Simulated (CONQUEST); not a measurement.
The system is SnSe.

```
CELL_PARAMETERS angstrom
4.25678 0.00000 0.00000
0.00000 4.25678 0.00000
0.00000 0.00000 6.02000
ATOMIC_POSITIONS crystal
Sn 0.00000 0.00000 0.00000
Sn 0.50000 0.50000 0.50000
Se 0.00000 0.00000 0.50000
Se 0.50000 0.50000 0.00000
```

Measurements of this composition are mostly on another form, of space group No. 62.

Program: CONQUEST 1.3. Alike in all runs: task single point; no spin polarisation; cell as given.

Question: Order these runs on this cell by their pressure, lowest first.
A. level PBE; potentials or basis PseudoDojo NC PBE, DZP, grid cutoff 120 Ha; k mesh 6 × 6 × 5; smearing fermi-dirac 0.05 eV
B. level LDA; potentials or basis PseudoDojo NC LDA, DZP, multi-site functions of range 6.5 bohr, grid cutoff 120 Ha; k mesh 5 × 5 × 4; smearing fermi-dirac 0.1 eV
C. level B86bPBE; potentials or basis PseudoDojo NC PBE, SZP, multi-site functions of range 8 bohr, grid cutoff 100 Ha; k mesh 5 × 5 × 4; smearing fermi-dirac 0.05 eV

Answer: B (-0.5 GPa), A (1.9 GPa), C (4.8 GPa).

Caveats: the basis of atomic orbitals isn't converged, which shifts pressures, moduli and gaps; multi-site functions contract the basis, which raises the energy a little and makes forces and stress less exact (some runs); the real-space grid breaks the cell's symmetry a little (some runs); the box holds several primitive cells, so bands are folded and the points are those of the box's own zone (some runs); the potentials were made for another functional, which shifts forces and pressure (some runs); the atomic basis is small (some runs).
